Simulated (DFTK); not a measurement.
The system is Nb.

```xyz
1
Lattice="-1.6640 1.6640 1.6640 1.6640 -1.6640 1.6640 1.6640 1.6640 -1.6640" Properties=species:S:1:pos:R:3 pbc="T T T"
Nb    0.0000    0.0000    0.0000
```

Base run:

```yaml
Program: DFTK 0.8.2
Functional: LDA
Potentials_or_basis: SG15 1.2 (PBE)
Cutoff: 1225 eV
k_mesh: 11 × 11 × 11
Occupations: fermi-dirac, width 0.05 eV
Spin: no spin polarisation
```

Its results: band gap on the k mesh none (metal or under the smearing width); pressure -10.7 GPa.

**Question.** The run is repeated on the same cell with these changes: functional from LDA to PBEsol. What comes out?

**Answer.** Band gap on the k mesh none (metal or under the smearing width); pressure -7.3 GPa.

PBEsol binds less tightly than LDA, so the same cell stands under more pressure.

Caveats: the potentials were made for another functional, which shifts forces and pressure.
